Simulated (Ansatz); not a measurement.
Computed with DFT PBE, scalar-relativistic, plane waves, PAW in Ansatz. All cells share a 420 eV cutoff and Γ-centred k meshes spaced at most about 0.3 Å⁻¹ (about 0.25 or finer for metals, 2π included). No spin polarisation.

Each guess is relaxed in cell and atoms at zero pressure, on a coarse mesh first where it starts far from rest and then on a converged one. The steps can't lower the symmetry of the start, but it can rise. Energies are static (0 K, no zero-point motion).

Two unrelaxed guesses for Zr₃C₂:

Guess 1.

```
Zr C
1.0
     4.44275    0.00000    0.00000
     0.00000    4.44275    0.00000
     0.00000    0.00000    3.43819
Zr C
3 2
Direct
  0.00000 0.50000 0.00000
  0.50000 0.00000 0.00000
  0.50000 0.50000 0.00000
  0.50000 0.50000 0.50000
  0.00000 0.00000 0.50000
```

Guess 2.

```
Zr C
1.0
     2.27419   -2.87237    0.00000
     2.27419    2.87237    0.00000
     0.00000    0.00000    4.90933
Zr C
3 2
Direct
  0.74670 0.74670 0.50000
  0.25330 0.25330 0.50000
  0.50000 0.50000 0.00000
  0.00000 0.50000 0.50000
  0.50000 0.00000 0.50000
```

Question: Which guess leads to the lower structure, and by how much?

Answer: Guess 2 ends lower, by 1.10 eV/atom. Guess 1: P4/mmm at 13.6 Å³/atom → P4/mmm at 20.7 Å³/atom; Guess 2: Cmmm at 12.8 Å³/atom → Cmmm at 19.6 Å³/atom. Counting C atoms around Zr (those within 1.25 times the shortest such distance or 1.15 times the sum of covalent radii; the shortest distance is added where it is long for a bond; a slash parts the counts of unlike sites), the end of guess 1 has Zr 2/8 from 3.2 Å and the end of guess 2 has Zr 2/8 from 3.3 Å. End of guess 1. Conventional cell: a = 5.084 Å, c = 4.010 Å. Zr on a site of symmetry mmm is surrounded by 2 Zr at 2.54 Å and 8 C at 3.24 Å; Zr on a site of symmetry 4/mmm is surrounded by 2 C at 2.00 Å and 4 Zr at 2.54 Å; C on its first site is surrounded by 2 Zr at 2.00 Å, 8 Zr at 3.24 Å and 4 C at 3.59 Å; 1 more site not described. End of guess 2. Conventional cell: a = 6.837 Å, b = 9.748 Å, c = 2.946 Å. Zr on a site of symmetry m2m is surrounded by 2 C at 2.05 Å, 1 Zr at 2.61 Å and 2 Zr at 2.95 Å; Zr on a site of symmetry mmm is surrounded by 2 Zr at 2.95 Å and 8 C at 3.32 Å; C is surrounded by 2 Zr at 2.05 Å, 2 C at 2.95 Å and 4 Zr at 3.32 Å.

Ends held by symmetry can be saddle points. Neither end is the lowest form computed: that has the anti-tetradymite type, space group R-3m (No. 166) and lies 1.98 eV/atom below the better end. Even the lowest of the cells shown lies +1.24 eV/atom against the elements. Some types were kept out of the candidates beforehand, so the set may lack a known form.
